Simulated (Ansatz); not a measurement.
# Nb2NOS MXene monolayer in a perpendicular field, part 2 of 2

Aim: how the Nb2NOS MXene monolayer screens a field along its normal, and what the field does to its bands. A positive field points along +c.

Ansatz 0.2.0; plane-wave DFT, PBE-D3(BJ), Ansatz PAW (set soft_1); PAW set soft_1.

So far. Step 2 (Relaxation): The lattice constant a goes from 3.079 to 3.182 Å.

### 3. Single point, field 0

A sawtooth potential applies the field, turning back in the middle of the vacuum. With the dipole correction the typed value is the field outside the slab. The induced dipole is small, so the SCF threshold is tight.

The cell differs from the one that the last finished run ended in (c 41.809 → 23.045 Å).

input.yaml reads:

```yaml
crystal:
  lattice:
    - [3.1821908745, 0.0, 0.0]
    - [-1.5910954373, 2.755858137, 0.0]
    - [0.0, 0.0, 23.0453240297]
  atoms:
    - { symbol: S, position: [0.3333333333, 0.6666666667, 0.3905347561] }
    - { symbol: Nb, position: [0.6666666667, 0.3333333333, 0.4616786797] }
    - { symbol: "N", position: [0.0, 0.0, 0.5153808626] }
    - { symbol: Nb, position: [0.3333333333, 0.6666666667, 0.564199599] }
    - { symbol: O, position: [0.6666666667, 0.3333333333, 0.6094652439] }
kpoints:
  mp_grid: { grid: [18, 18, 1] }
  band_path:
    path: [[0, 0, 0], [0.5, 0, 0], [0.33333333, 0.33333333, 0], [0, 0, 0]]
    npoints: 16
hamiltonian:
  xc: pbe
  dispersion: d3bj
  pseudopotentials: { kind: paw, azcp: { folder: soft_1 } }
scf:
  occupations: { method: fermi_dirac, width: 0.02585 }
  convergence: { dr2_threshold: 1.0e-10 }
efield:
  axis: 3
  dipole_correction: true
  ramp_position: 0.97
  ramp_width: 0.06
  amplitude: 0
output:
  dos: { projected: true, e_range: [-6, 5] }
  write_potential: true
  write_density: true
  volumetric_format: npy
  elf: true
```

Command:

```console
> ansatz run input.yaml --threads 2 --pin off --max-ram 3072MiB --backend cpu --events-out ev --progress --plain --runs-dir out
```

Numbers of over 12 decimals in the logs are rounded to 6 here.

The program printed:

```text
[...]
Crystal: 5 atoms, lattice volume = 202.100 Å³
Basis set: ecut = 420 eV, 3965 PW (Γ)
Bands: 27, of which v1, the nominal top of the filled ones, is band 22 counted from 1 (21 counted from 0)
Symmetry: 6 space group operations
[...]
k-points: 37 of 324 (time reversal used)
[...]
SCF iter   1: F=—  HF=-10971.457178 eV  |F-HF|=—  |Δ(HF+E_count)|=         —  Δρ=1.01e-1  dr2=2.67e1  ethr=3.10e-3  p=0.000 e·Å  D=6.06e-7 V/Å  ΔV_dip=-0.00 eV  dr2_dipole=1.40e-1  V_vac-E_F(+/−)=5.86/5.86 eV  ⟨swp⟩=10.4  Hψ=6330  notcnv=0
efield: sawtooth ramp at fractional position 0.9700 (set: `efield.ramp_position`, or a place that a band, a saddle search or an elastic batch's reference lends), width 0.0600; the density the first Hamiltonian is built on has a dipole p = 0.000 e·Å; the dipole correction subtracts the counter field D = 6.06e-7 V/Å, which shifts the + side's vacuum level by -0.00 eV against the − side's; the planar-averaged density in the ramp window peaks in size at 2.4e-6 e/Å³
[...]
SCF iter   2: F=—  HF=-10972.039056 eV  |F-HF|=—  |Δ(HF+E_count)|=   5.82e-1  Δρ=1.52e-1  dr2=4.98e1  ethr=3.10e-3  p=-0.003 e·Å  D=-2.32e-3 V/Å  ΔV_dip=0.05 eV  dr2_dipole=2.19e-1  V_vac-E_F(+/−)=4.97/4.92 eV  ⟨swp⟩=5.6  Hψ=3514  notcnv=0  defer=27
[...]
SCF iter  15: F=-10964.400725 eV  HF=-10964.400725 eV  |F-HF|=1.64e-11  |Δ(HF+E_count)|=  1.27e-10  Δρ=6.18e-8  dr2=5.24e-12  ethr=1.00e-12  p=-0.003 e·Å  D=-2.53e-3 V/Å  ΔV_dip=0.06 eV  dr2_dipole=3.61e-17  V_vac-E_F(+/−)=5.48/5.42 eV  ⟨swp⟩=9.4  Hψ=3369  notcnv=0
SCF 1 converged in 15 iterations: F = -10964.400725 eV  dr2 = 5.24e-12
[...]
NSCF: frozen V_eff on 49 k-points
efield: sawtooth ramp at fractional position 0.9700 (kept from the solve that this one continues, or follows in the run), width 0.0600; the density the first Hamiltonian is built on has a dipole p = -0.003 e·Å; the dipole correction subtracts the counter field D = -2.53e-3 V/Å, which shifts the + side's vacuum level by +0.06 eV against the − side's; the planar-averaged density in the ramp window peaks in size at 2.4e-6 e/Å³
[...]
SCF converged after 15 iterations
Free energy (F): -10964.400725 eV
[...]
Internal energy: -10964.398730 eV  (E = F + TS)
E sigma→0 (E₀):  -10964.399728 eV
Entropy (-TS):   -0.001994 eV (-0.399 meV/atom)
Fermi energy:    1.023976 eV
Dipole field:    D = -0.002534 V/Å  (p = -0.002830 e·Å, saw-weighted, corrected)
Work function:   Φ+ = 5.4798 eV   Φ− = 5.4214 eV
Levels:          The Fermi level and band energies are counted from a zero that moves with the ramp; work functions are not
[...]
--- Band table (eV; the first three rows and the last of 37) ---
  k-point 0: bands = [... 18 lower, -0.3736, -0.3736, -0.0262, -0.0262, 0.4742, 2.0995, 2.0995, 2.3484, ... 1 higher]
  k-point 1: bands = [... 18 lower, -0.6880, -0.5759, 0.0677, 0.2273, 0.5894, 2.0195, 2.1256, 2.5006, ... 1 higher]
  k-point 2: bands = [... 18 lower, -1.0268, -0.7933, -0.0972, 0.5730, 0.8904, 1.9975, 2.2418, 2.7294, ... 1 higher]
  k-point 36: bands = [... 18 lower, -2.8801, -2.4757, 0.6730, 1.2402, 1.6313, 2.8432, 3.2919, 3.5327, ... 1 higher]
```

Wall time 21 s (2 threads of Intel Xeon Platinum 8259CL at 2.50GHz (Skylake/Cascade Lake), shared host); peak memory 0.6 GiB; 42 s of CPU time.

In the SCF lines HF is the Harris–Foulkes energy and dr2 the Hartree energy of the density residual, in eV; the loop may stop once dr2 is under the threshold and the program's other checks hold. Hψ counts applications of the Hamiltonian.

Numbers from this step:

| Property | Result |
| --- | --- |
| energy at zero smearing | -10964.3997 eV |
| work function, upper face | 5.480 eV |
| work function, lower face | 5.421 eV |
| dipole along the normal | -0.002830 e·Å |
| step between the vacuum levels | 0.05837 eV |

Running mean over a fixed 2.7 Å (it still follows the layers) of the planar mean; the ramp of the sawtooth is left out. Table of electron's electrostatic potential energy less the Fermi level by z:

```tsv
z (Å)	electron's electrostatic potential energy less the Fermi level (eV)
3.5	5.42
4.0	5.42
4.5	5.42
5.0	5.42
5.5	5.41
6.0	5.39
6.5	5.26
7.0	4.61
7.5	2.62
8.0	0.0776
8.5	-2.13
9.0	-5.25
9.5	-9.28
10.0	-11.4
10.5	-11.7
11.0	-12.4
11.5	-13.8
12.0	-14.2
12.5	-13.5
13.0	-12.8
13.5	-10.7
14.0	-7.39
14.5	-3.02
15.0	0.933
15.5	3.71
16.0	5.16
16.5	5.43
17.0	5.47
17.5	5.48
18.0	5.48
18.5	5.48
19.0	5.48
19.5	5.48
20.0	5.48
```

The density of states has structure finer than the step of the table below, so its rows give means over 0.25 eV, whole bins alone (the curve runs from -6 to 1.99 eV). Peaks (eV: height): -5.780: 6.67, -5.590: 9.42, -4.620: 13.8, -4.210: 8.07, -3.880: 6.49, 1.170: 6.91, 1.440: 7.09.

Density of states against energy, zero at the Fermi level; means over each step:

energy (eV), density of states (states/eV a cell) and a bar from the least value:
```
    -5.75        2.9 ############
    -5.50        4.6 #######################
    -5.25        0.9 
    -5.00        4.4 #####################
    -4.75        4.5 ######################
    -4.50        5.8 ##############################
    -4.25        5.3 ###########################
    -4.00        2.5 ##########
    -3.75        2.0 #######
    -3.50        1.7 #####
    -3.25        2.3 #########
    -3.00        3.2 ##############
    -2.75        1.8 #####
    -2.50        2.0 #######
    -2.25        2.2 ########
    -2.00        2.3 #########
    -1.75        1.8 ######
    -1.50        1.6 #####
    -1.25        2.0 #######
    -1.00        1.5 ####
    -0.75        1.0 #
    -0.50        1.9 ######
    -0.25        1.4 ###
     0.00        1.4 ###
     0.25        1.5 ####
     0.50        1.4 ###
     0.75        2.1 ########
     1.00        4.0 ###################
     1.25        5.4 ############################
     1.50        4.1 ####################
     1.75        3.0 #############
```

Projected DOS per atom over height of the atomic layer and energy from the Fermi level. Layers: S Nb N Nb O from below.

Ten even steps from '_' (0.04 states/eV) to '@' (3.13 states/eV), each cell a mean:
```
__::__--__
__--..##__
__==..%%__
__..__--__
__..__::__
__..__..__
__..__..__
______..__
....__..__
....__..__
::..______
--::______
--..______
==..______
--..____..
::..______
::..____--
::::....%%
::::..::@@
==::____..
__....::--
______....
```
Columns: height of the atomic layer (Å) from 9 to 14.0 (not evenly spaced); rows upwards: energy from the Fermi level (eV) from -5.96 to 1.96.

The electronic bands at the labelled points (eV, zero at the Fermi level):

```tsv
point	band 18	band 19	band 20	band 21	band 22	band 23	band 24	band 25
Γ	-3.04	-1.40	-1.40	-1.05	-1.05	-0.55	1.08	1.08
halfway	-3.94	-2.79	-2.00	-1.77	0.22	0.54	1.10	2.01
M	-4.44	-3.04	-2.19	-2.04	0.84	1.36	1.46	2.51
halfway	-4.20	-3.67	-2.90	-1.21	0.78	1.00	1.59	2.44
K	-4.34	-3.90	-3.50	-0.35	0.22	0.61	1.82	2.27
halfway	-3.81	-3.23	-2.40	-0.94	-0.65	1.24	1.54	1.80
Γ	-3.04	-1.40	-1.40	-1.05	-1.05	-0.55	1.08	1.08
```

ELF in the ca plane at fractional y = 0.333, with atoms of Nb and O within 0.2 Å of it. It is the smooth field of the valence electrons, not physical close to the nuclei.

Values, 5 rows by 16 columns, each cell a mean:
```
0.00 0.00 0.00 0.00 0.07 0.32 0.34 0.60 0.31 0.18 0.52 0.72 0.23 0.01 0.00 0.00
0.00 0.00 0.00 0.00 0.01 0.08 0.29 0.51 0.45 0.17 0.63 0.73 0.35 0.02 0.00 0.00
0.00 0.00 0.00 0.00 0.08 0.32 0.34 0.59 0.31 0.18 0.52 0.72 0.23 0.01 0.00 0.00
0.00 0.00 0.00 0.02 0.33 0.72 0.63 0.22 0.40 0.26 0.22 0.19 0.03 0.00 0.00 0.00
0.00 0.00 0.00 0.02 0.34 0.74 0.64 0.21 0.42 0.26 0.20 0.17 0.03 0.00 0.00 0.00
```
Columns run along c (16.0 Å, from fractional 0.14 to 0.84 of the cell), rows up along a (3.2 Å). Atoms in or near the plane, at fractional coordinates: Nb at (0.46, 0.67), O at (0.61, 0.67).

Electrostatic potential energy in the ca plane at fractional y = 0.333, with atoms of Nb and O within 0.2 Å of it. With pseudopotentials it is smooth inside the atoms' cores, unlike the true potential.

Values in eV, 5 rows by 16 columns, each cell a mean:
```
  6   6   6   6   6   4  -6 -36 -14  -2  -9  -5   6   7   6   6
  6   6   6   6   6   5 -13 -45 -24   0 -23 -23   6   7   6   6
  6   6   6   6   6   4  -6 -36 -14  -2 -10  -6   6   7   6   6
  6   6   6   6   6  -1  -2  -5  -2 -10 -10   3   6   6   6   6
  6   6   6   6   6  -1  -2  -4  -2 -10  -9   3   6   6   6   6
```
Columns run along c (16.0 Å, from fractional 0.14 to 0.84 of the cell; values clipped at the 3rd and 97th percentile), rows up along a (3.2 Å). Atoms in or near the plane, at fractional coordinates: Nb at (0.46, 0.67), O at (0.61, 0.67).

Valence density in the ca plane at fractional y = 0.333, with atoms of Nb and O within 0.2 Å of it. It is the smooth field of the valence electrons, not physical close to the nuclei.

Ten steps, logarithmic in the rise over the least value, from '0' (0.0 e/Å³) to '9' (7.3 e/Å³), each cell a mean:
```
00000000000000000122334676533333455420000000
00000000000000000012235898743223688741000000
00000000000000000011236899853224699852000000
00000000000000000012235888743223588641000000
00000000000000000123334566433333455320000000
00000000000000000234443333344444432100000000
00000000000000001234443323344455431100000000
00000000000000000134443333344444432210000000
```
Columns run along c (16.0 Å, from fractional 0.08 to 0.77 of the cell), rows up along a (3.2 Å). Atoms in or near the plane, at fractional coordinates: Nb at (0.46, 0.67), O at (0.61, 0.67).

The work function of the upper face is 5.48 eV.

### 4. Atoms held, field 0.1 V/Å

input.yaml: that of step 3 with these lines changed.

```diff
@@ -26,7 +26,6 @@
   dipole_correction: true
-  ramp_position: 0.97
-  ramp_width: 0.06
-  amplitude: 0
+  ramp_position: 0.9288
+  ramp_width: 0.1254
+  amplitude: 0.1
 output:
-  dos: { projected: true, e_range: [-6, 5] }
   write_potential: true
@@ -34,2 +33 @@
   volumetric_format: npy
-  elf: true
```

The program printed:

```text
[...]
Crystal: 5 atoms, lattice volume = 202.100 Å³
Basis set: ecut = 420 eV, 3965 PW (Γ)
Bands: 27, of which v1, the nominal top of the filled ones, is band 22 counted from 1 (21 counted from 0)
Symmetry: 6 space group operations
[...]
k-points: 37 of 324 (time reversal used)
[...]
k-point 0: bands = [... 18 lower, -0.3767, -0.3767, -0.0315, -0.0315, 0.4678, 2.0968, 2.0968, 2.3459, ... 1 higher]
  k-point 1: bands = [... 18 lower, -0.6933, -0.5805, 0.0629, 0.2233, 0.5844, 2.0156, 2.1229, 2.4993, ... 1 higher]
  k-point 2: bands = [... 18 lower, -1.0346, -0.7991, -0.1023, 0.5699, 0.8867, 1.9926, 2.2391, 2.7290, ... 1 higher]
  k-point 36: bands = [... 18 lower, -2.8917, -2.4899, 0.6702, 1.2372, 1.6305, 2.8402, 3.2863, 3.5307, ... 1 higher]
[key lines of the parts left out:]
SCF converged after 15 iterations
Free energy (F): -10964.402024 eV
Fermi energy:    1.021198 eV
Dipole field:    D = 0.025795 V/Å  (p = 0.028810 e·Å, saw-weighted, corrected)
```

The job ended after 21 s (2 threads; peak memory 0.57 GiB; 41 s of CPU time).

The dipole is 0.0288 e·Å, 0.0316 e·Å from its value without field.

### 5. Atoms held, field -0.1 V/Å

input.yaml: that of step 4 with these lines changed.

```diff
@@ -28,3 +28,3 @@
   ramp_width: 0.1254
-  amplitude: 0.1
+  amplitude: -0.1
 output:
```

The program printed:

```text
[...]
Crystal: 5 atoms, lattice volume = 202.100 Å³
Basis set: ecut = 420 eV, 3965 PW (Γ)
Bands: 27, of which v1, the nominal top of the filled ones, is band 22 counted from 1 (21 counted from 0)
Symmetry: 6 space group operations
[...]
k-points: 37 of 324 (time reversal used)
[...]
k-point 0: bands = [... 18 lower, -0.3701, -0.3701, -0.0205, -0.0205, 0.4810, 2.1027, 2.1027, 2.3512, ... 1 higher]
  k-point 1: bands = [... 18 lower, -0.6823, -0.5709, 0.0729, 0.2316, 0.5949, 2.0238, 2.1287, 2.5023, ... 1 higher]
  k-point 2: bands = [... 18 lower, -1.0186, -0.7870, -0.0917, 0.5765, 0.8944, 2.0029, 2.2449, 2.7300, ... 1 higher]
  k-point 36: bands = [... 18 lower, -2.8681, -2.4611, 0.6762, 1.2436, 1.6325, 2.8466, 3.2980, 3.5352, ... 1 higher]
[key lines of the parts left out:]
SCF converged after 14 iterations
Free energy (F): -10964.402589 eV
Fermi energy:    1.027153 eV
Dipole field:    D = -0.030847 V/Å  (p = -0.034453 e·Å, saw-weighted, corrected)
```

It took 20 s on 2 threads; peak memory 0.57 GiB; 40 s of CPU time.

The dipole is -0.0345 e·Å, -0.0316 e·Å from its value without field.

### 6. Response, atoms held

This step: plane-wave DFT, PBE-D3(BJ), Ansatz PAW (set soft_1); response to a field along the normal, atoms held; PAW set soft_1 (Ansatz 0.2.0).

The dipoles give the slope, and the difference of two potentials shows where the field is screened.

This step gave:

* equivalent conductor thickness p/(ε₀AE): 6.527 Å
* distance between the outer atoms: 5.045 Å

Dipole of the cell against applied field:

```tsv
applied field (V/Å)	dipole of the cell (e·Å)
-0.1000	-0.0345
0.0000	-0.00283
0.1000	0.0288
```

Local field over the applied field, running mean. From the potentials at -0.1 and 0.1 V/Å; running mean over 2.5 Å. Table of local field over applied field by z:

```tsv
z (Å)	local field over applied field
4.03	1.000
4.47	0.999
4.90	0.998
5.19	0.996
5.62	0.989
6.05	0.971
6.48	0.930
6.91	0.850
7.20	0.770
7.63	0.626
8.07	0.470
8.50	0.314
8.93	0.183
9.36	0.0956
9.65	0.0607
10.08	0.0323
10.51	0.0184
10.95	0.0170
11.38	0.0192
11.67	0.0179
12.10	0.0214
12.53	0.0367
12.96	0.0761
13.40	0.145
13.68	0.213
14.12	0.343
14.55	0.491
14.98	0.644
15.41	0.780
15.84	0.888
16.13	0.937
16.56	0.976
17.00	0.991
17.43	0.997
17.86	0.999
18.15	1.000
18.58	1.000
19.01	1.000
```

Electrons, planar mean, per unit field. The induced electron density by z:

z (Å), induced electron density (e/Å³ per V/Å) and a bar from the least value:
```
     4.03    0.00000 ##############
     4.47    0.00000 ##############
     4.90    0.00001 ##############
     5.19    0.00002 ##############
     5.62    0.00005 ###############
     6.05    0.00013 ###############
     6.48    0.00033 ################
     6.91    0.00080 ##################
     7.20    0.00138 ####################
     7.63    0.00275 ##########################
     8.07    0.00376 ##############################
     8.50    0.00223 ########################
     8.93    0.00094 ##################
     9.36    0.00083 ##################
     9.65   -0.00004 ##############
    10.08   -0.00081 ###########
    10.51    0.00056 #################
    10.95    0.00026 ################
    11.38    0.00021 ###############
    11.67    0.00000 ##############
    12.10   -0.00037 #############
    12.53   -0.00025 #############
    12.96   -0.00033 #############
    13.40   -0.00016 ##############
    13.68   -0.00160 ########
    14.12   -0.00171 #######
    14.55   -0.00348 
    14.98   -0.00290 ##
    15.41   -0.00137 #########
    15.84   -0.00054 ############
    16.13   -0.00028 #############
    16.56   -0.00010 ##############
    17.00   -0.00003 ##############
    17.43   -0.00001 ##############
    17.86    0.00000 ##############
    18.15    0.00000 ##############
    18.58    0.00000 ##############
    19.01    0.00000 ##############
```

By hand: between -0.1 and 0.1 V/Å the dipole changes by 0.06326 e·Å, a slope of 0.3163 e·Å²/V. A perfect conductor of thickness t has p = ε₀AEt, so t = 180.95 × 0.3163 / 8.770 = 6.53 Å (e/ε₀ = 180.95 V·Å, A in Å²).

The induced dipole is that of a conductor 6.53 Å thick.

### 7. Summary of results

```json
{
  "gap without field": "none",
  "work function, upper face": "5.48 eV",
  "step between the vacuum levels": "0.0584 eV",
  "equivalent conductor thickness, atoms held": "6.53 Å"
}
```

The induced dipole equals that of a perfect conductor 6.53 Å thick, while the outer atoms lie 5.05 Å apart. The two faces differ: the vacuum level above lies 0.06 eV higher than the one below. There is no gap over 0.03 eV, with or without the field. The first relaxation ran with spin and lost its moment, and the later runs have none; other magnetic states were not tried. Spin-orbit coupling is left out. The MXene's terminations sit over the metal atoms of its far layer; the site over carbon or nitrogen, which some compounds prefer, was not run.

[Logs are printed without paths, hosts, clocks, repeated set-up lines and the standing remarks that a program may print on its own settings, such as how far it seeks lower states.]

[Hosts, paths, dates, database ids (printed as entryN), source tags and the programs' standing remarks are cut or masked in the printed files.]

[Maps of the electrostatic potential energy from Ansatz leave out the sawtooth potential of an applied field or a dipole correction, so their vacuum need not be flat; planar profiles and work functions include it.]

[The density of states shown here was stored with 400 of the rows of the run's finer table, so its peaks can read low, often by over a quarter, or be missed, and its means over a window can be off by a tenth or more.]
